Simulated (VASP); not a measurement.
Set up this calculation in VASP 6.6.1, as the native input.

| Item | Value |
| --- | --- |
| Task | relaxation of cell and atoms |
| Functional | PBE |
| Potentials or basis | VASP PAW PBE potentials, release 64 (Ge_d) |
| Cutoff | 520 eV |
| k mesh | 10 × 10 × 10 |
| Occupations | gaussian, width 0.02 eV |
| Spin | no spin polarisation |
| Further INCAR settings | ALGO = Fast; EDIFF = 1e-07; AMIX = 0.2; IBRION = 2; EDIFFG = -0.002; NSW = 80; ISIF = 3 |

The structure of Ge lies in POSCAR:

```
Ge                                      
1.0
    0.0000000000      2.8793063780      2.8793063780
    2.8793063780      0.0000000000      2.8793063780
    2.8793063780      2.8793063780      0.0000000000
  Ge            
     2
Direct
     0.0000000000000000    0.0000000000000000    0.0000000000000000
     0.2500000000000000    0.2500000000000000    0.2500000000000000
```

One way to write it, as run:

INCAR

```
PREC = Accurate
ENCUT = 520
EDIFF = 1E-7
ISMEAR = 0
SIGMA = 0.02
LREAL = F
LASPH = T
NELM = 80
ALGO = Fast
ISIF = 3
LWAVE = F
LCHARG = F
GGA = PE
IBRION = 2
NSW = 80
EDIFFG = -0.002
AMIX = 0.2
```

KPOINTS

```
regular mesh
0
Gamma
  10 10 10
```

Potentials or basis: VASP PAW PBE potentials, release 64 (Ge_d).

The run is started by

```sh
$ cat potpaw_PBE.64/Ge_d/POTCAR > POTCAR
$ mpirun -np 1 vasp_std > vasp.out
```

It gave:

| Property | Result |
| --- | --- |
| Energy gained by relaxing | 0.0 meV/atom |
| Ionic steps | 3 |
| Pressure after relaxing | 0.0 GPa |
| Band gap on the k mesh | none (metal or under the smearing width) |

Caveat: this crystal is a semiconductor, whose small gap the functional closes, so the metal is an error of the method.

Wall time 93 s on 1 thread of AMD EPYC 7R13 Processor (Zen 3), with other jobs on the host, peak memory 0.15 GiB.
